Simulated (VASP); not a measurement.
# Sn (Immm) in VASP: notebook

The runs below take Sn through single point, with RPBE, PBE.

Program: VASP 6.6.1. These are calculated values, not measurements. Logs are shortened: lines on timing, memory, paths and dates and some standing lists are left out, and cuts for length are marked.

**1. The crystal as given**

It takes space group Immm (No. 71, orthorhombic). The conventional cell has a = 3.453 Å, b = 3.551 Å, c = 4.677 Å, α = 90.00°, β = 90.00°, γ = 90.00°. Sn (site symmetry mmm) is surrounded by 12 Sn at 3.41 to 3.55 Å.

This isn't the form of Sn at room conditions, which is tetragonal (white tin).

**2. Single point, RPBE**

run.py

```python
from ase.calculators.vasp import Vasp
from ase.dft.bandgap import bandgap
from ase.io import read

atoms = read('Sn.cif', primitive_cell=True, subtrans_included=False)
calc = Vasp(
    directory='calc',
    xc='rpbe',
    pp='PBE',
    setups='minimal',
    prec='Accurate',
    encut=500,
    ediff=1e-07,
    ismear=0,
    sigma=0.1,
    lreal=False,
    lasph=True,
    nelm=100,
    algo='Fast',
    isif=2,
    lwave=False,
    lcharg=False,
    kpts=[11, 11, 11],
    gamma=True,
    nbands=8,
)
atoms.calc = calc

print('energy (eV):', atoms.get_potential_energy())
print('free energy (eV):', atoms.get_potential_energy(force_consistent=True))
print('forces (eV/A):')
print(atoms.get_forces())
print('stress (eV/A^3, Voigt):', atoms.get_stress())
print('Fermi level (eV):', calc.get_fermi_level())
gap, top, bottom = bandgap(calc)
print('band gap (eV):', gap, 'from (spin, k, band)', top, 'to', bottom)
```

Sn.cif

```cif
data_Sn
_cell_length_a 3.45307800
_cell_length_b 3.55109400
_cell_length_c 4.67668400
_cell_angle_alpha 90.00000000
_cell_angle_beta 90.00000000
_cell_angle_gamma 90.00000000
_space_group_name_H-M_alt 'Immm'
_space_group_name_Hall '-I 2 2'
_space_group_IT_number 71
loop_
_space_group_symop_operation_xyz
'x,y,z'
'-x,-y,-z'
'-x,-y,z'
'x,y,-z'
'x,-y,-z'
'-x,y,z'
'-x,y,-z'
'x,-y,z'
'x+1/2,y+1/2,z+1/2'
'-x+1/2,-y+1/2,-z+1/2'
'-x+1/2,-y+1/2,z+1/2'
'x+1/2,y+1/2,-z+1/2'
'x+1/2,-y+1/2,-z+1/2'
'-x+1/2,y+1/2,z+1/2'
'-x+1/2,y+1/2,-z+1/2'
'x+1/2,-y+1/2,z+1/2'
loop_
_atom_site_label
_atom_site_type_symbol
_atom_site_symmetry_multiplicity
_atom_site_Wyckoff_symbol
_atom_site_fract_x
_atom_site_fract_y
_atom_site_fract_z
_atom_site_occupancy
Sn1 Sn 2 a 0.0000000000 0.0000000000 0.0000000000 1
```

Potentials or basis: VASP PAW PBE potentials, release 64 (Sn).

Started as:

```
$ python run.py
```

The program printed:

```text
energy (eV): -3.41653063
free energy (eV): -3.41758308
forces (eV/A):
[[-0. -0.  0.]]
stress (eV/A^3, Voigt): [-0.00495173  0.00611011 -0.00303585 -0.         -0.         -0.        ]
Fermi level (eV): 5.05813682
band gap (eV): 0.0 from (spin, k, band) (None, None, None) to (None, None, None)
```

OUTCAR:

```text
ENCUT = 500.000000
   EDIFF = 1.00e-07
   GGA = RP
   PREC = Accurate
   ISIF = 2
   ISMEAR = 0
   NELM = 100
   LASPH = .TRUE.
   LREAL = .FALSE.

 ion  position               nearest neighbor table
   1  0.000  0.000  0.000-

  LATTYP: Found a body centered orthorhombic cell.
 ALAT       =     3.4530780000
 B/A-ratio  =     1.0283851103
 C/A-ratio  =     1.3543522620

  Lattice vectors:

 A1 = (  -1.7265390000,   1.7755470000,   2.3383420000)
 A2 = (   1.7265390000,  -1.7755470000,   2.3383420000)
 A3 = (   1.7265390000,   1.7755470000,  -2.3383420000)

Analysis of symmetry for initial positions (statically):
=====================================================================
 Subroutine PRICEL returns:
 Original cell was already a primitive cell.

 Routine SETGRP: Setting up the symmetry group for a
 body centered orthorhombic supercell.

 Subroutine GETGRP returns: Found  8 space group operations
 (whereof  8 operations were pure point group operations)
 out of a pool of  8 trial point group operations.

The static configuration has the point symmetry D_2h.

Analysis of symmetry for dynamics (positions and initial velocities):
=====================================================================
 Subroutine PRICEL returns:
 Original cell was already a primitive cell.

 Routine SETGRP: Setting up the symmetry group for a
 body centered orthorhombic supercell.

 Subroutine GETGRP returns: Found  8 space group operations
 (whereof  8 operations were pure point group operations)
 out of a pool of  8 trial point group operations.

The dynamic configuration has the point symmetry D_2h.

 Subroutine INISYM returns: Found  8 space group operations
 (whereof  8 operations are pure point group operations),
 and found     1 'primitive' translations

----------------------------------------------------------------------------------------

                                     Primitive cell

  volume of cell :      28.6732

  direct lattice vectors                    reciprocal lattice vectors
    -1.726539000  1.775547000  2.338342000     0.000000000  0.281603359  0.213826720
     1.726539000 -1.775547000  2.338342000     0.289596702  0.000000000  0.213826720
     1.726539000  1.775547000 -2.338342000     0.289596702  0.281603359  0.000000000

  length of vectors
     3.406075069  3.406075069  3.406075069     0.353584952  0.359983494  0.403938983

  position of ions in fractional coordinates (direct lattice)
     0.000000000  0.000000000  0.000000000

  ion indices of the primitive-cell ions
   primitive index   ion index
                 1           1

----------------------------------------------------------------------------------------

 KPOINTS: KPOINTS created by Atomic Simulation Env

Automatic generation of k-mesh.
 Grid dimensions read from file:
 generate k-points for:   11   11   11

 Generating k-lattice:

  Cartesian coordinates                     Fractional coordinates (reciprocal lattice)
     0.000000000  0.025600305  0.019438793     0.090909091  0.000000000 -0.000000000
     0.026326973  0.000000000  0.019438793     0.000000000  0.090909091  0.000000000
     0.026326973  0.025600305  0.000000000    -0.000000000  0.000000000  0.090909091

  Length of vectors
     0.032144087  0.032725772  0.036721726

  Shift w.r.t. Gamma in fractional coordinates (k-lattice)
     0.000000000  0.000000000  0.000000000

 Subroutine IBZKPT returns following result:
 ===========================================

 Found    216 irreducible k-points:

 Following reciprocal coordinates:
            Coordinates               Weight
  0.000000  0.000000  0.000000      1.000000
  0.090909  0.000000  0.000000      4.000000
  0.181818 -0.000000  0.000000      4.000000
  0.272727  0.000000  0.000000      4.000000
  0.363636 -0.000000  0.000000      4.000000
  0.454545  0.000000  0.000000      4.000000
[... 42 lines left out ...]
 -0.181818  0.363636  0.000000      8.000000
 -0.090909  0.363636  0.000000      8.000000
 [... further k-points ...]
   k-points           NKPTS =    216   k-points in BZ     NKDIM =    216   number of bands    NBANDS=      8
   number of dos      NEDOS =    301   number of ions     NIONS =      1
   total plane-waves  NPLWV =  21952
   dimension x,y,z NGX =    28 NGY =   28 NGZ =   28
   dimension x,y,z NGXF=    56 NGYF=   56 NGZF=   56
   ions per type =               1
   NGX,Y,Z   is equivalent  to a cutoff of  13.67, 13.67, 13.67 a.u.
   NGXF,Y,Z  is equivalent  to a cutoff of  27.33, 27.33, 27.33 a.u.
 SYSTEM =  unknown system
   PREC   = accura    normal or accurate (medium, high low for compatibility)
   ISTART =      0    job   : 0-new  1-cont  2-samecut
   ICHARG =      2    charge: 1-file 2-atom 10-const
   ISPIN  =      1    spin polarized calculation?
   LNONCOLLINEAR =      F non collinear calculations
   LSORBIT =      F    spin-orbit coupling
   LASPH  =      T    aspherical Exc in radial PAW
   ENCUT  =  500.0 eV  36.75 Ry    6.06 a.u.   6.21  6.21  6.21*2*pi/ulx,y,z
   NELM   =    100;   NELMIN=  2; NELMDL= -5     # of ELM steps
   EDIFF  = 0.1E-06   stopping-criterion for ELM
   LREAL  =      F    real-space projection
   EDIFFG = 0.1E-05   stopping-criterion for IOM
   NSW    =      0    number of steps for IOM
   IBRION =     -1    ionic relax: 0-MD 1-quasi-New 2-CG
   NFREE  =      0    steps in history (QN), initial steepest desc. (CG)
   ISIF   =      2    stress and relaxation
   ISYM   =      2    0-nonsym 1-usesym 2-fastsym
   POTIM  = 0.5000    time-step for ionic-motion
   TEBEG  =    0.0;   TEEND  =   0.0 temperature during run
   PSTRESS=    0.0 pullay stress
   NELECT =       4.0000    total number of electrons
   NUPDOWN=      -1.0000    fix difference up-down
   EMIN   =  10.00;   EMAX   =-10.00  energy-range for DOS
   EFERMI =   0.00;   METHOD = LEGACY
   ISMEAR =     0;   SIGMA  =   0.10  broadening in eV -4-tet -1-fermi 0-gaus
   EFERMI_NEDOS =   21; number of points for ismear=-14 and -15
   IALGO  =     68    algorithm
   IMIX   =      4    mixing-type and parameters
     AMIX     =   0.40;   BMIX     =  1.00
     AMIX_MAG =   1.60;   BMIX_MAG =  1.00
  volume/ion in A,a.u.               =      28.67       193.50
  Fermi-wavevector in a.u.,A,eV,Ry     =   0.849055  1.604482  9.808370  0.720895
  Thomas-Fermi vector in A             =   1.964816
   LORBIT       =      0    0 simple, 1 ext, 2 COOP (PROOUT), +10 PAW based schemes
   GGA     = RP    functional components
   LHFCALC =     F    Hartree Fock is set to
   AEXX    =    0.0000 exact exchange contribution
   IVDW    =     0    specifies the selected vdW correction
   LEPSILON=     F    determine dielectric tensor
   LRPA    =     F    only Hartree local field effects (RPA)
 non-spin polarized calculation
 RMM-DIIS sequential band-by-band and
 Gauss-broadening in eV      SIGMA  =   0.10
  energy-cutoff  :      500.00
  volume of cell :       28.67
 maximum number of plane-waves:       744
 NGX is ok and might be reduce to    28
   NGX = 13   NGY = 13   NGZ = 13

 number of electron       4.0000000 magnetization

 Free energy of the ion-electron system (eV)
  ---------------------------------------------------
  ext. energy  EPLUGINS =         0.00000000
  ---------------------------------------------------
  free energy    TOTEN  =        -3.41758308 eV

  energy without entropy =       -3.41547818  energy(sigma->0) =       -3.41653063

 E-fermi :   5.0581     XC(G=0):  -9.8987

 val. band max:        5.0350021130   @ k =   0.1818   0.1818   0.1818
 cond. band min:       5.0676580468   @ k =   0.4545   0.2727   0.0909
 fundamental gap:      0.0326559338
 Fermi energy:         5.0581368210

 k-point     1 :       0.0000    0.0000    0.0000
  band No.  band energies     occupation
      1      -5.6967      2.00000
      2      12.1384      0.00000
      3      12.2808      0.00000
      4      12.6917      0.00000
      5      15.6563      0.00000
      6      15.8707      0.00000
      7      16.3851      0.00000
      8      16.4916      0.00000

 k-point     2 :       0.0909    0.0000    0.0000
  band No.  band energies     occupation
      1      -5.5369      2.00000
      2      10.5455      0.00000
      3      12.0782      0.00000
      4      12.3741      0.00000
      5      14.9627      0.00000
      6      16.4808      0.00000
      7      16.8967      0.00000
      8      18.0237      0.00000

 k-point     3 :       0.1818   -0.0000    0.0000
  band No.  band energies     occupation
      1      -5.0585      2.00000
      2       7.8239      0.00000
      3      11.7288      0.00000
      4      11.7594      0.00000
      5      14.6090      0.00000
      6      16.9026      0.00000
      7      16.9641      0.00000
      8      17.9090      0.00000
[... 386 lines left out ...]
 k-point    39 :      -0.0909    0.2727    0.0000
  band No.  band energies     occupation
      1      -4.3937      2.00000
      2       6.5119      0.00000
      3      10.1427      0.00000
      4      10.7754      0.00000
      5      13.8977      0.00000
      6      15.4217      0.00000
      7      17.2232      0.00000
      8      17.5524      0.00000

 k-point    40 :      -0.0000    0.3636    0.0000
  band No.  band energies     occupation
      1      -3.0779      2.00000
      2       3.0341      2.00000
      3      10.1772      0.00000
      4      10.9701      0.00000
      5      14.1263      0.00000
      6      14.9241      0.00000
      7      15.4328      0.00000
      8      16.8248      0.00000

 [... further k-points ...]

------------------------ aborting loop because EDIFF is reached ----------------------------------------

  FORCE on cell =-STRESS in cart. coord.  units (eV):
  Direction    XX          YY          ZZ          XY          YZ          ZX
  --------------------------------------------------------------------------------------
  -------------------------------------------------------------------------------------
  Total        0.1419820     -0.1751965      0.0870476      0.0000000      0.0000000      0.0000000
  in kB        7.9335473     -9.7894731      4.8639707      0.0000000      0.0000000      0.0000000
  external PRESSURE =       1.0026816 kB  Pullay stress =       0.0000000 kB

 VOLUME and BASIS-vectors are now :
 -----------------------------------------------------------------------------
  energy-cutoff  :      500.00
  volume of cell :       28.67
      direct lattice vectors                 reciprocal lattice vectors
    -1.726539000  1.775547000  2.338342000     0.000000000  0.281603359  0.213826720
     1.726539000 -1.775547000  2.338342000     0.289596702  0.000000000  0.213826720
     1.726539000  1.775547000 -2.338342000     0.289596702  0.281603359  0.000000000

 POSITION                                       TOTAL-FORCE (eV/Angst)
 -----------------------------------------------------------------------------------
      0.00000      0.00000      0.00000        -0.000000     -0.000000      0.000000
 -----------------------------------------------------------------------------------
    total drift:                               -0.000000     -0.000000     -0.000000

  FREE ENERGIE OF THE ION-ELECTRON SYSTEM (eV)
  ---------------------------------------------------
  free  energy   TOTEN  =        -3.4175830833 eV

  energy  without entropy=       -3.4154781827  energy(sigma->0) =       -3.41653063
```

INCAR:

```text
ENCUT = 500.000000
SIGMA = 0.100000
EDIFF = 1.00e-07
ALGO = Fast
GGA = RP
PREC = Accurate
ISIF = 2
ISMEAR = 0
NBANDS = 8
NELM = 100
LASPH = .TRUE.
LCHARG = .FALSE.
LWAVE = .FALSE.
LREAL = .FALSE.
```

Run time: 34 s. Hardware: 1 thread of Intel Xeon Platinum 8559C (Emerald Rapids), shared host; peak memory 0.19 GiB.

What came out:

```yaml
Free_energy: -3.4176 eV
Pressure: 0.1 GPa
Band_gap_on_the_k_mesh: none (metal or under the smearing width)
```

Caveat: the PAW data sets were made with another functional, which shifts forces and pressure a little.

**3. Single point, PBE**

INCAR

```
SYSTEM = Sn
PREC = Accurate
ENCUT = 520
EDIFF = 1E-7
ISMEAR = 0
SIGMA = 0.1
LREAL = .FALSE.
LASPH = .TRUE.
NELM = 100
ALGO = Normal
ISIF = 2
LWAVE = .FALSE.
LCHARG = .TRUE.
GGA = PE
LELF = .TRUE.
LVHAR = .TRUE.
NBANDS = 13
```

KPOINTS

```
regular mesh
0
G
  11 11 11
  0 0 0
```

POSCAR

```
Sn
3.4061
   -0.506896156895      0.521284460233      0.686515956666
    0.506896156895     -0.521284460233      0.686515956666
    0.506896156895      0.521284460233     -0.686515956666
Sn
1
Direct
    0.0000000000      0.0000000000      0.0000000000
```

Potentials or basis: VASP PAW PBE potentials, release 54 (Sn_d).

Started as:

```
$ cat potpaw_PBE.54/Sn_d/POTCAR > POTCAR
$ mpirun -np 1 vasp_std > vasp.out
```

Run time: 37 s. Hardware: 1 thread of Intel Xeon Platinum 8488C (Sapphire Rapids), shared host; peak memory 0.21 GiB.

It converged, with:

| Item | Value |
| --- | --- |
| Free energy | -3.7873 eV |
| Pressure | -1.1 GPa |
| Band gap on the k mesh | none (metal or under the smearing width) |

Stress tensor (GPa, compression positive):
```
-0.40  0.00  0.00
 0.00 -2.16  0.00
 0.00  0.00 -0.71
```

Levels at points of the mesh, in eV from the Fermi level:
```tsv
k point	band 3	band 4	band 5	band 6	band 7	band 8	band 9	band 10	band 11	band 12
(0.00, 0.00, 0.00)	-21.53	-21.50	-21.47	-10.77	7.02	7.17	7.57	10.61	11.12	11.63
```

**4. Single point, PBE**

Edit run.py of step 2 so:

```diff
@@ -1,13 +1,19 @@
+from ase import Atoms
 from ase.calculators.vasp import Vasp
 from ase.dft.bandgap import bandgap
-from ase.io import read
 
-atoms = read('Sn.cif', primitive_cell=True, subtrans_included=False)
+atoms = Atoms(
+    ['Sn'],
+    cell=[[-1.726539, 1.775547, 2.338342], [1.726539, -1.775547, 2.338342], [1.726539, 1.775547, -2.338342]],
+    scaled_positions=[[0.0, 0.0, 0.0]],
+    pbc=True,
+)
 calc = Vasp(
     directory='calc',
-    xc='rpbe',
+    xc='pbe',
     pp='PBE',
-    setups='minimal',
+    setups='recommended',
+    pp_version='54',
     prec='Accurate',
-    encut=500,
+    encut=520,
     ediff=1e-07,
@@ -24,3 +30,3 @@
     gamma=True,
-    nbands=8,
+    nbands=13,
 )
```

Started as:

```
$ python run.py
```

It took 56 s on 1 thread of Intel Xeon Platinum 8488C (Sapphire Rapids), shared host; peak memory 0.21 GiB.

Results (log left out):

- Free energy: -3.7873 eV
- Pressure: -1.1 GPa
- Band gap on the k mesh: none (metal or under the smearing width)

Stress tensor (GPa, compression positive):
```
-0.38  0.00  0.00
 0.00 -2.13  0.00
 0.00  0.00 -0.68
```

Levels at points of the mesh, in eV from the Fermi level:
```
           k point  band 5  band 6  band 7  band 8  band 9  band 10
(0.00, 0.00, 0.00)  -21.47  -10.77    7.02    7.17    7.57    10.61
```
